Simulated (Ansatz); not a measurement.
Relaxed bulk SnO2:

```xyz
6
Lattice="4.7690 0.0000 0.0000 0.0000 4.7690 0.0000 0.0000 0.0000 3.2121" Properties=species:S:1:pos:R:3 pbc="T T T"
Sn    0.0000    0.0000    0.0000
Sn    2.3845    2.3845    1.6060
O     1.4606    1.4606    0.0000
O     0.9239    3.8451    1.6060
O     3.3083    3.3083    0.0000
O     3.8451    0.9239    1.6060
```

Miller indices refer to the conventional cell of P4_2/mnm (No. 136), a = 4.769 Å, b = 4.769 Å, c = 3.212 Å, α = 90.00°, β = 90.00°, γ = 90.00°. The bulk's gap is 0.92 eV.

The (110) slab of 12 planes, 12.7 Å thick with 15 Å of vacuum as cut; outer planes O (top) and O (bottom).

Computed with DFT PBEsol, scalar-relativistic, plane waves, PAW in Ansatz. Plane waves to 420 eV, a k mesh through Γ of 8×4×1 on the computed 24-atom cell and Gaussian smearing (0.05 eV); no spin polarisation. The cell repeats along c with a dipole correction in the vacuum.

The slab's middle planes relax by over 3 % too, so it holds no bulk-like region.

Results for the relaxed slab:

For the relaxed slab, the surface energy (mean of both faces) is 1.14 J/m² and the gap of the slab on the mesh is 0.87 eV.

Relaxation lowers the energy by 0.390 J/m² a face; the largest move is 0.238 Å.

```tsv
plane (bottom to top)	atoms	spacing to next, bulk (Å)	relaxed (Å)	change (%)	rumpling (Å)
1	O	1.307	1.322	+1.2	0.000
2	Sn2O2	1.307	1.303	-0.3	0.399
3	O	0.759	0.944	+24.4	0.000
4	O	1.307	1.205	-7.7	0.000
5	Sn2O2	1.307	1.412	+8.1	0.262
6	O	0.759	0.567	-25.3	0.000
7	O	1.307	1.412	+8.1	0.000
8	Sn2O2	1.307	1.205	-7.7	0.262
9	O	0.759	0.944	+24.4	0.000
10	O	1.307	1.303	-0.3	0.000
11	Sn2O2	1.307	1.322	+1.2	0.399
12	O				0.000
```

Gaps are read on the k points sampled, so a band crossing between them can be missed.